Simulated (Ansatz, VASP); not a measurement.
Two plane-wave programs on AgCl

INCAR

```
  PREC = Accurate
  ENCUT = 520
  EDIFF = 1E-7
  ISMEAR = 0
  SIGMA = 0.05
  LREAL = False
  LASPH = True
  NELM = 60
  ALGO = Normal
  ISIF = 2
  LWAVE = False
  LCHARG = False
  GGA = PS
  NBANDS = 16
```

Contents of KPOINTS:

```
regular mesh
0
Gamma
  10 10 10
```

The input POSCAR:

```
AgCl
1.0
    3.3311591989      0.0000000000     -0.2748206339
    0.0000000000      3.3311591989      0.0000000000
   -0.2748206339      0.0000000000      3.3311591989
Ag Cl
1 1
Direct
    0.0000000000      0.0000000000      0.0000000000
    0.5000000000      0.5000000000      0.5000000000
```

Input for Ansatz:

```yaml
crystal:
  lattice:
    - [3.3311591989, 0.0, -0.2748206339]
    - [0.0, 3.3311591989, 0.0]
    - [-0.2748206339, 0.0, 3.3311591989]
  atoms:
    - { symbol: Ag, position: [0.0, 0.0, 0.0] }
    - { symbol: Cl, position: [0.5, 0.5, 0.5] }
basis:
  ecutwfc: 420
kpoints:
  mp_grid: { grid: [10, 10, 10] }
hamiltonian:
  xc: pbesol
scf:
  occupations: { method: gaussian, width: 0.05 }
output:
  forces: true
  stress: true
  eigenvalues: true
```

Change from the starting cell: engineering shear strain xz -0.1650, engineering shear strain yz +0.0000.

Alike in both runs: task single point; functional PBEsol; k mesh 10 × 10 × 10; occupations gaussian, width 0.05 eV; no spin polarisation.

```csv
,VASP,Ansatz
version,VASP 6.6.1,Ansatz 0.2.0
potentials or method,"VASP PAW PBE potentials, release 64 (Ag, Cl)","scalar-relativistic, plane waves, PAW"
plane-wave cutoff (eV),520,420
valence electrons in the cell,18,26
```

Ansatz gave:

```
gap on the k mesh at the Fermi level (eV)       : 0.01
least direct gap on the mesh (eV)               : 2.10
pressure (GPa)                                  : 1.3
largest component of the traceless stress (GPa) : 1.16
```

Task: What did VASP give for the same quantities?

Result: gap on the k mesh at the Fermi level (eV): 0.01; least direct gap on the mesh (eV): 2.10; pressure (GPa): 1.2; largest component of the traceless stress (GPa): 1.18.

With one functional, cell and mesh, what is left measures potentials, basis and numerics. The two sets of potentials don't hold the same shells in valence.

Caveats: the PAW data sets were made with another functional, which shifts forces and pressure a little (VASP).
